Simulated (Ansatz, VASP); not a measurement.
**Two plane-wave programs on WS2**

```
CELL_PARAMETERS angstrom
3.15935 0.00000 0.00000
-1.57968 2.73608 0.00000
0.00000 0.00000 23.11915
ATOMIC_POSITIONS crystal
S 0.66667 0.33333 0.43182
S 0.66667 0.33333 0.56817
W 0.33333 0.66667 0.50000
```

Alike in both runs: functional PBE; dispersion D3(BJ); k mesh 12 × 12 × 1; occupations gaussian, width 0.05 eV; no spin polarisation.

Ansatz relaxed the structure, and its values are those at the end. VASP's run is a single point on that final structure, the one shown.

|  | VASP | Ansatz |
| --- | --- | --- |
| version | VASP 6.6.1 | Ansatz 0.2.0 |
| potentials or method | VASP PAW PBE potentials, release 64 (S, W_sv) | scalar-relativistic, plane waves, PAW |
| plane-wave cutoff (eV) | 520 | 420 |
| valence electrons in the cell | 26 | 26 |

```tsv
	VASP	Ansatz	Ansatz less VASP
gap on the k mesh at the Fermi level (eV)	1.92	1.92	-0.004
```

Caveats: spin-orbit coupling is left out, which moves the levels of the heavy elements.
